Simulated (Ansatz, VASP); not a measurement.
**Rh: VASP beside Ansatz**

INCAR

```
SYSTEM = Rh
  AGGAC = 1.0
  AGGAX = 1.0
  ALDAC = 0.0
  ALDAX = 1.0
  ALGO = Normal
  EDIFF = 1E-6
  ENCUT = 520
  GGA = B5
  ISIF = 2
  ISMEAR = -1
  LASPH = .True.
  LCHARG = .False.
  LREAL = .False.
  LWAVE = .False.
  NBANDS = 14
  NELM = 100
  PREC = Accurate
  SIGMA = 0.1
```

KPOINTS

```
k-points
0
Gamma
  23 23 23
  0 0 0
```

The input POSCAR:

```
Rh
1.0
    0.0000000000      1.8973736141      1.8973736141
    1.8973736141      0.0000000000      1.8973736141
    1.8973736141      1.8973736141      0.0000000000
Rh
1
Direct
    0.0000000000      0.0000000000      0.0000000000
```

Input for Ansatz:

```yaml
crystal:
  lattice:
    - [0.0, 1.8973736143, 1.8973736143]
    - [1.8973736143, 0.0, 1.8973736143]
    - [1.8973736143, 1.8973736143, 0.0]
  atoms:
    - { symbol: Rh, position: [0.0, 0.0, 0.0] }
hamiltonian:
  xc: blyp
  pseudopotentials:
    kind: paw
    azcp:
      Rh: "pseudopotentials/Rh.paw.azcp"
basis:
  ecutwfc: 420
  fft_grid_basis: typed
kpoints:
  mp_grid: { grid: [23, 23, 23], shift: [0, 0, 0] }
magnetization:
  spin_polarized: false
scf:
  occupations: { method: fermi_dirac, width: 0.1 }
output:
  stress: true
```

Alike in both runs: task single point; functional BLYP; k mesh 23 × 23 × 23; occupations fermi-dirac, width 0.1 eV; no spin polarisation.

|  | VASP | Ansatz |
| --- | --- | --- |
| version | VASP 6.6.1 | Ansatz 0.2.0 |
| potentials or method | VASP PAW PBE potentials, release 64 (Rh_pv) | plane waves (420 eV) with PAW, scalar-relativistic |
| plane-wave cutoff (eV) | 520 | 420 |
| valence electrons in the cell | 15 | 17 |

VASP gave:

* pressure (GPa): 22.7

What did Ansatz give for the same quantities?

Pressure (GPa): 22.0.

The two sets of potentials don't hold the same shells in valence.

Caveats: so large a pressure means that the cell lies far from this level's equilibrium, or that cutoff or potentials fall short (VASP); the potentials were made for another functional, which shifts forces and pressure (VASP).
